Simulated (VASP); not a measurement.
**Al: relaxation of cell and atoms with PBEsol**

Al:

```xyz
1
Lattice="0.0000 2.0078 2.0078 2.0078 0.0000 2.0078 2.0078 2.0078 0.0000" Properties=species:S:1:pos:R:3 pbc="T T T"
Al    0.0000    0.0000    0.0000
```

```
Program                : VASP 6.6.1
Task                   : relaxation of cell and atoms
Functional             : PBEsol
Potentials or basis    : VASP PAW PBE potentials, release 64 (Al)
Cutoff                 : 600 eV
k mesh                 : 16 × 16 × 16
Occupations            : methfessel-paxton, width 0.1 eV
Spin                   : no spin polarisation
Further INCAR settings : ALGO = Normal; EDIFF = 1e-07; IBRION = 2; EDIFFG = -0.005; NSW = 90; ISIF = 3
```

```json
{"Pressure after relaxing": "0.0 GPa", "Band gap on the k mesh": "none (metal or under the smearing width)"}
```

Final structure:
```
Al
1.0
     0.00000    2.00782    2.00782
     2.00782    0.00000    2.00782
     2.00782    2.00782    0.00000
Al
1
Direct
  0.00000 0.00000 0.00000
```

Levels at points of the mesh, in eV from the Fermi level:
| k point | band 1 | band 2 | band 3 | band 4 | band 5 |
| --- | --- | --- | --- | --- | --- |
| (0.00, 0.00, 0.00) | -11.30 | 12.67 | 12.67 | 12.67 | 14.30 |
| (0.50, 0.00, 0.00) | -4.70 | -4.44 | 11.49 | 11.49 | 11.57 |
| (0.50, 0.50, 0.00) | -3.00 | -1.65 | 5.22 | 5.64 | 5.64 |

Wall time 3.8 s on 1 thread of Intel(R) Xeon(R) 6975P-C (Granite Rapids), with other jobs on the host, peak memory 0.14 GiB.

Caveat: the relaxation stopped at its first step, so nothing moved; the PAW data sets were made with another functional, which shifts forces and pressure a little.
